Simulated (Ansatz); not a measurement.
Runs of Ansatz 0.2.0 on BN. The structure is hexagonal, space group P6_3mc (No. 186). Conventional cell: a = 2.554 Å, b = 2.554 Å, c = 4.227 Å, α = 90.00°, β = 90.00°, γ = 120.00°. N (site symmetry 3m) is surrounded by 4 B at 1.57 to 1.58 Å. B (site symmetry 3m) has 4 N at 1.57 to 1.58 Å as nearest neighbours. Measurements of this composition are mostly on another form, of space group No. 194.

```csv
task,level,potentials or basis,cell,k mesh,cutoff (eV),smearing,points for each segment of the path,other keys,gap on the mesh (eV),pressure (GPa),largest force (eV/Å)
phonons,PBEsol+D3(BJ),Ansatz PAW accurate,as given,10 × 10 × 5,900,fixed,-,-,(a),-,-
density of states,r2SCAN+D3(BJ)+ATM,Ansatz PAW polarizable,as given,12 × 12 × 6,400,tetrahedron,-,basis.xc_grid = 2; basis.ecutwfc = 400 eV,5.75,-6.5,0.02
ladder of functionals,PBE+D4,SPMS NC,volume scaled by 0.8,12 × 12 × 6,1034,fixed,-,scf.n_extra_bands = 4; scf.eigensolver.kind = davidson; …,4.84,(b),0.19
projected density of states,PBE,Ansatz PAW earlier set,"atoms moved at random, drawn with an rms of 0.1 Å",12 × 12 × 6,499,fermi-dirac 0.001 eV,-,scf.occupations.method = fermi_dirac; scf.occupations.width = 0.001; …,3.45,11.2,7.50
band structure,r2SCANh,Ansatz NC or PseudoDojo by element,"atoms moved at random, drawn with an rms of 0.05 Å",7 × 7 × 4,1252,fermi-dirac 0.1 eV,4,scf.mixing.algorithm = msr1; scf.mixing.beta = 0.7; …,-,0.0,2.98
```

Alike in all rows: no spin polarisation.

**Question.** Fill in the values left out.

**Answer.** (a) 5.17; (b) 114.6.

Caveats: the cutoff lies under the one recommended for these potentials (some runs); odd divisions of the mesh miss points on the zone boundary, where band edges often lie, so the gap on the mesh can be too wide (some runs); the PAW data sets were made with another functional, which shifts forces and pressure a little (some runs); with tetrahedron occupations forces and stress needn't match the slope of the energy (some runs); the pressure holds a Pulay correction of +19.8 GPa for the finite cutoff (some runs); the potentials were made for another functional, which shifts forces and pressure (some runs); the thresholds are loose for stress (some runs).

A k mesh can miss the band edges.
